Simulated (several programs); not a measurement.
# SnO₂ (rutile) from semi-empirical methods to plane-wave DFT

Rutile SnO₂, relaxed with r2SCAN in Ansatz, was computed with several methods. It is tetragonal, P4_2/mnm (No. 136); a = 4.761 Å, c = 3.200 Å in the conventional setting, 12.09 Å³ an atom. Sn has 6 O at 2.06–2.07 Å; O has 3 Sn at 2.06–2.07 Å. Calculated for a static, non-magnetic cell.

```
Sn O
1.0
     4.76057    0.00000    0.00000
     0.00000    4.76057    0.00000
     0.00000    0.00000    3.20008
Sn O
2 4
Cartesian
  0.0000 0.0000 0.0000
  2.3803 2.3803 1.6000
  1.4562 1.4562 0.0000
  0.9241 3.8364 1.6000
  3.8364 0.9241 1.6000
  3.3044 3.3044 0.0000
```

Gaps and times are for a single point on this cell; volume and bulk modulus come from each method's own relaxation or energy curve at fixed shape, which is too stiff where a cell has free coordinates or axes. Times are rough, from shared hosts (Arm Neoverse V1; Intel Xeon 6975P-C; NVIDIA H100 80GB HBM3), and each method has its own mesh and cell size. A dagger marks a closed or tiny gap in a crystal that DFT finds insulating: a failure of the method or a wrong SCF state. A double dagger marks a value from a curve with shape and coordinates held. PM6 (MOPAC), PM7 (MOPAC), GFN1-xTB (tblite) treat a cluster of cells at its zone centre, which samples few k points: where these miss a band edge, the gap comes out too large for that reason alone. Gaps from k meshes are read at a limited set of points (mesh, symmetry points, PBE's band edges), so each method's own least gap may be somewhat smaller. xTB and the PM methods were fitted mostly to molecules, and can miss a solid's gap by electronvolts. Minimal bases can be far off for gaps. Times of the plane-wave ladder aren't listed, since it ran on unlike processors and cards. GLLB-SC's gap includes the derivative discontinuity. d marks a direct gap, i an indirect one (no mark: not told apart), a dash a value that wasn't computed or didn't pass its checks.

```csv
method,kind,gap (eV),own volume (Å³/atom),bulk modulus (GPa),atoms computed,processor time
PBEsol,semilocal,–,12.18,–,6,–
light PBE (260 eV and a coarse mesh),light plane-wave,0.87 d,–,–,6,0.71 s
GFN1-xTB (tblite),tight binding,0.00†,11.07‡,132‡,cluster,2.3 s
PM7 (MOPAC),semi-empirical,9.25,11.43‡,261‡,cluster,2.3 s
PM6 (MOPAC),semi-empirical,6.80,–,–,cluster,2.5 s
PBE,semilocal,1.10 d,12.58,182‡,6,–
r2SCAN,semilocal,1.77 d,12.09,216‡,6,–
LDA,semilocal,0.95 d,11.86,–,6,–
PBE/SZV (CP2K),small basis,0.25 d,–,–,6,8.4 s
GLLB-SC (GPAW),model potential,2.88,–,–,6,18 s
PBE/DZVP (CP2K),small basis,0.90 d,–,–,6,24 s
PBE0,hybrid,3.56 d,–,–,6,–
PBE+SOC,semilocal,1.10 d,–,–,6,–
HSE06,hybrid,2.84 d,–,–,6,–
Hartree-Fock,exact exchange,12.04 i,–,–,6,–
DDH-PBE0,hybrid,3.25 d,–,–,6,–
```

Against HSE06 (2.84 eV) and with closed or daggered gaps left aside, the nearest gap at the points sampled is that of GLLB-SC (GPAW) (+0.04 eV) and the farthest that of Hartree-Fock (+9.20 eV). HSE06 is only a yardstick of convenience, and nearness to it can be luck.

Volumes against r2SCAN's: PBEsol +0.7 %, PBE +4.1 %, LDA -1.9 %.

Runs without a result: GFN2-xTB (tblite) (single point).

Only the rows marked +SOC include spin-orbit coupling.
